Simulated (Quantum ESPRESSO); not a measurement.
The system is AlN.

```
Al N
1.0
     0.00000    2.18399    2.18399
     2.18399    0.00000    2.18399
     2.18399    2.18399    0.00000
Al N
1 1
Direct
  0.00000 0.00000 0.00000
  0.25000 0.25000 0.25000
```

Measurements of this composition are mostly on another form, of space group No. 186.

- Program: Quantum ESPRESSO 7.5
- Task: phonons
- Functional: PBEsol
- Potentials or basis: GBRV 1.5 PBEsol
- Cutoff: 612 eV
- Density cutoff: 4898 eV
- k mesh: 6 × 6 × 6, shifted
- Occupations: fermi-dirac, width 0.05 eV
- Spin: no spin polarisation
- Mixing beta: 0.5
- Most SCF iterations: 120
- SCF threshold: 4e-10 Ry

The cell and the atoms were relaxed first, to 10.50 Å³/atom (a = 3.097 Å, b = 3.097 Å, c = 3.097 Å, α = 60.00°, β = 60.00°, γ = 60.00°), and the response was taken there.

The first run showed a gap, so the response started from a second, tighter run with fixed occupations.

**Question.** How polar is the lattice: what are the Born charges, the two dielectric constants and the LO-TO splitting?

**Answer.** Born charges ±2.55 e; dielectric constants 4.65 (electrons alone) and 8.54 (static); transverse and longitudinal modes at 651 and 883 cm⁻¹.
